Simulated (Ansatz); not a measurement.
**Straining TiO2**

All numbers below come from Ansatz 0.2.0, DFT r2SCAN, scalar-relativistic, plane waves, PAW. Settings: 500 eV cutoff, 6×6×4 k-mesh, Gaussian smearing of 0.02 eV, no spin polarisation.

The relaxed crystal:

```xyz
12
Lattice="6.0939 -1.8665 -0.0044 6.0939 1.8665 -0.0044 -1.9141 0.0000 6.2750" Properties=species:S:1:pos:R:3 pbc="T T T"
Ti    8.4444    0.0000    4.4939
Ti   -0.1322    0.0000    4.4519
Ti    1.8292    0.0000    1.7723
Ti   10.4057    0.0000    1.8143
O     0.0019    0.0000    2.3244
O     6.4307    0.0000    4.4233
O     1.6137    0.0000    0.0218
O    10.2717    0.0000    3.9418
O     8.3061    0.0000    2.1708
O     8.6599    0.0000    6.2444
O     1.9675    0.0000    4.0954
O     3.8428    0.0000    1.8429
```

Deformation: biaxial strain in the a-b plane, with the length and tilt of c and the atoms relaxed, all within the symmetry that the strain leaves. Energies are extrapolated to zero smearing. Gaps are generalised Kohn–Sham gaps over the whole zone.

| strain (%) | ΔE (meV/atom) | a (Å) | b (Å) | c (Å) | gap (eV) |
| --- | --- | --- | --- | --- | --- |
| -2.0 | 11.4 | 6.246 | 6.246 | 6.665 | 3.31 |
| -1.0 | 2.8 | 6.310 | 6.310 | 6.609 | 3.25 |
| +0.0 | 0.0 | 6.373 | 6.373 | 6.560 | 3.20 |
| +1.0 | 2.7 | 6.437 | 6.437 | 6.518 | 3.15 |
| +2.0 | 10.6 | 6.501 | 6.501 | 6.479 | 3.11 |

(1) What stiffness (1/V) d²E/dε² at zero strain does a cubic fit over all points give?

(2) How does the free axis c answer a small strain?

(3) How fast does the gap move with strain on either side?

Results:

(1) A cubic fit gives (1/V) d²E/dε² = 742 GPa at zero strain (twice the biaxial modulus).

(2) Between the innermost points its strain is -0.69 times the applied one.

(3) -52 meV per percent on the compressed side and -48 meV per percent on the stretched side; it is indirect at -1.0 %, indirect at zero and indirect at +1.0 %.

This form isn't the usual stable structure of the compound.